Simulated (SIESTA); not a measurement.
# Ti under changes of volume

One of the cells (17.988 Å³/atom); the others are scaled copies at fixed shape and fractional positions:

```
CELL_PARAMETERS angstrom
2.96954 0.00000 0.00000
-1.48477 2.57169 0.00000
0.00000 0.00000 4.71099
ATOMIC_POSITIONS crystal
Ti 0.66667 0.33333 0.75000
Ti 0.33333 0.66667 0.25000
```

* Program: SIESTA 5.4.2
* Functional: PBEsol
* Potentials or basis: PseudoDojo 0.4 standard (PBEsol files)
* Basis: DZP (energy shift 0.003 Ry; two zetas on semicore shells)
* Grid cutoff: 800 Ry
* Energy shift: 0.003 Ry
* k mesh: 10 × 10 × 6
* Occupations: fermi-dirac, width 0.05 eV
* Spin: no spin polarisation

```tsv
volume (Å³/atom)	energy over the lowest point (meV/atom)	pressure (GPa)
16.577	?	?
16.930	0.00	-1.0
17.283	4.77	-3.3
17.988	29.08	-7.5
18.341	47.46	-9.2
18.694	69.61	-10.9
```

**Question.** What does the run at 16.577 Å³/atom give?

**Answer.** Energy over the lowest point 0.39 meV/atom; pressure 1.5 GPa.

Worked out: A Birch-Murnaghan fit of order 3 (a polynomial in V^(-2/3)) to the other rows has its minimum at 16.80 Å³/atom, just outside them, with B0 = V·E''(V) = 128 GPa and B' = 4.4 at fixed shape and positions, which overstates the stiffness. It gives 0.88 meV/atom at 16.577 Å³/atom, against the run's 0.39, and -dE/dV = 1.8 GPa, against 1.5.

Energies are extrapolated to zero smearing.

Caveats: the basis of atomic orbitals isn't converged, which shifts pressures, moduli and gaps.
